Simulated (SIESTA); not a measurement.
The system is Sn.

```
CELL_PARAMETERS angstrom
-2.02919 2.02919 1.66076
2.02919 -2.02919 1.66076
2.02919 2.02919 -1.66076
ATOMIC_POSITIONS crystal
Sn 0.00000 0.00000 0.00000
```

This isn't the form of Sn at room conditions, which is tetragonal (white tin).

```yaml
Program: SIESTA 5.4.2
Task: single point
Functional: PBE
Potentials_or_basis: PseudoDojo 0.4 standard (PBE files)
Basis: DZP (energy shift 0.002 Ry)
Grid_cutoff: 500 Ry
Energy_shift: 0.002 Ry
k_mesh: 10 × 10 × 10
Occupations: fermi-dirac, width 0.05 eV
Spin: no spin polarisation
```

On this cell: pressure 2.1 GPa; band gap on the k mesh none (metal or under the smearing width).

The same run follows on a disturbed copy (cell strained at random at fixed volume):

```xyz
1
Lattice="-1.9692 2.0562 1.6220 2.0445 -2.0389 1.6929 1.9785 2.0482 -1.6008" Properties=species:S:1:pos:R:3 pbc="T T T"
Sn   -0.0150    0.0132    0.0161
```

What does the disturbed cell give?

The energy (extrapolated to zero smearing) moves by +0.6 meV/atom; pressure 2.3 GPa; band gap on the k mesh none (metal or under the smearing width).

Stress tensor (GPa, compression positive):
```
 1.68 -0.25 -0.22
-0.25  2.00 -0.09
-0.22 -0.09  3.29
```

Caveats: semicore shells carry a single zeta, which can move pressures by several GPa and volumes by a few percent; the basis of atomic orbitals isn't converged, which shifts pressures, moduli and gaps.
